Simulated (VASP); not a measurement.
Input of a VASP 6.6.1 run:

File INCAR:

```
SYSTEM = Se
PREC = Accurate ; ENCUT = 520
EDIFF = 1E-7 ; ISMEAR = 0
SIGMA = 0.1 ; LREAL = .False.
LASPH = .True. ; NELM = 100
ALGO = Normal ; ISIF = 2
LWAVE = .False. ; LCHARG = .True.
GGA = PE ; LELF = .True.
LVHAR = .True. ; NBANDS = 20
```

File KPOINTS:

```
Automatic mesh
0
Gamma
  4 2 6
  0 0 0
```

POSCAR

```
Se
1.0
    4.8681583976      0.0000000000      0.0000000000
    0.0000000000      7.9093295400      0.0000000000
    0.0000000000      0.0000000000      2.7402019956
Se
4
Direct
    0.6740806000      0.4010458100      0.2638364000
    0.8259194000      0.9010458100      0.7361636000
    0.3259194000      0.5989541900      0.2638364000
    0.1740806000      0.0989541900      0.7361636000
```

Potentials or basis: VASP PAW PBE potentials, release 64 (Se).

Command:

```console
$ cat potpaw_PBE.64/Se/POTCAR > POTCAR
$ mpirun -np 1 vasp_std > vasp.out
```

Task: Predict the pressure.

Result: 1.9 GPa.

Task: Estimate the band gap on the k mesh.

Result: None (metal or under the smearing width).

Task: What does it give for the largest force?

Result: 0.486 eV/Å.

Forces in eV/Å, atoms in the order of the input:
```
Se  -0.371  0.313  0.003
Se   0.371  0.313 -0.003
Se   0.371 -0.313  0.003
Se  -0.371 -0.313 -0.003
```

Caveat: the k mesh is coarse (spacing up to 0.40 Å⁻¹), so the values aren't converged.
